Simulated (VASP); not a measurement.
Crystal: Ge.

```xyz
4
Lattice="0.0000 2.8857 5.1157 2.6305 0.0000 5.1157 2.6305 2.8857 0.0000" Properties=species:S:1:pos:R:3 pbc="T T T"
Ge    2.6305    4.1929    5.1157
Ge    2.6305    1.5786    5.1157
Ge    2.6305    2.8857    2.2318
Ge    2.6305    2.8857    7.9995
```

This isn't the form of Ge at room conditions, which is diamond.

Base run:

| Item | Value |
| --- | --- |
| Program | VASP 6.6.1 |
| Functional | BLYP |
| Potentials or basis | VASP PAW PBE potentials, release 64 (Ge_d) |
| Cutoff | 520 eV |
| k mesh | 5 × 5 × 5 |
| Occupations | fermi-dirac, width 0.05 eV |
| Spin | no spin polarisation |

Its results: pressure 6.1 GPa; largest force 0.117 eV/Å.

Task: After a change of settings the same cell gave: pressure 1.5 GPa; largest force 0.070 eV/Å. Which change was it?
A. functional from BLYP to AM05
B. functional from BLYP to RPBE
C. functional from BLYP to PW91
D. functional from BLYP to PBEsol

Result: B.

Caveats: the PAW data sets were made with another functional, which shifts forces and pressure a little.
